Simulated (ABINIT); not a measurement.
The system is MgO2.

```xyz
12
Lattice="4.8286 0.0000 0.0000 0.0000 4.8286 0.0000 0.0000 0.0000 4.8286" Properties=species:S:1:pos:R:3 pbc="T T T"
Mg    0.0000    0.0000    0.0000
Mg    2.4143    0.0000    2.4143
Mg    2.4143    2.4143    0.0000
Mg    0.0000    2.4143    2.4143
O     2.8461    4.3968    0.4318
O     4.3968    0.4318    2.8461
O     0.4318    2.8461    4.3968
O     1.9825    1.9825    1.9825
O     2.8461    2.8461    2.8461
O     4.3968    1.9825    0.4318
O     0.4318    4.3968    1.9825
O     1.9825    0.4318    4.3968
```

The cell is a database's computed one.

Base run:

* Program: ABINIT 10.8.3 (patched build)
* Functional: LDA
* Potentials or basis: JTH PAW LDA v2.0
* Cutoff: 626 eV
* k mesh: 4 × 4 × 4
* Occupations: fermi-dirac, width 0.05 eV
* Spin: no spin polarisation

Its results: band gap on the k mesh 3.76 eV, indirect (least direct gap 3.96 eV); pressure -5.5 GPa; largest force 0.613 eV/Å.

Problem. The run is repeated on the same cell with these changes: k mesh from 4 × 4 × 4 to 2 × 2 × 2. What comes out?

Solution. Band gap on the k mesh 3.83 eV, indirect (least direct gap 3.96 eV); pressure -5.4 GPa; largest force 0.613 eV/Å.

Caveats: some runs use coarse meshes.

A k mesh can miss the band edges.

Not every run made on this cell is shown here.
